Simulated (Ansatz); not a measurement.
# Zr (bcc)

Level of theory: DFT, r²SCAN, scalar-relativistic, no spin polarisation; plane waves to 500 eV with PAW datasets (Ansatz 0.2.0), 16×16×16 k-mesh, Gaussian smearing of 0.05 eV. The datasets are Ansatz's generated set soft_2.

```cif
data_structure
_symmetry_space_group_name_H-M 'P 1'
_symmetry_Int_Tables_number 1
_cell_length_a 3.1026
_cell_length_b 3.1026
_cell_length_c 3.1026
_cell_angle_alpha 109.471
_cell_angle_beta 109.471
_cell_angle_gamma 109.471
_cell_volume 22.99
loop_
_atom_site_label
_atom_site_type_symbol
_atom_site_fract_x
_atom_site_fract_y
_atom_site_fract_z
_atom_site_occupancy
Zr1 Zr 0.00000 0.00000 0.00000 1
```

At room temperature and ambient pressure Zr is hcp.

The cell is relaxed to zero pressure at this level.

Path: Γ–H–N–Γ–P–H | P–N, with Γ = (0.000, 0.000, 0.000), H = (0.500, -0.500, 0.500), N = (0.000, 0.000, 0.500), P = (0.250, 0.250, 0.250) in reciprocal vectors of the calculation's cell.

Levels between -6 and 3 eV from the Fermi level at the path's named points:
```tsv
point	below E_F (eV)	above E_F (eV)
Γ	-5.73	1.31 1.31 1.31
H	-2.78 -2.78	
N	-2.96 -0.63	1.54
P	-0.59 -0.59 -0.59
```

**Question.** By these bands, is it a metal or an insulator, and if it has a gap, where are the band edges on this path?

**Answer.** A metal: bands cross the Fermi level.
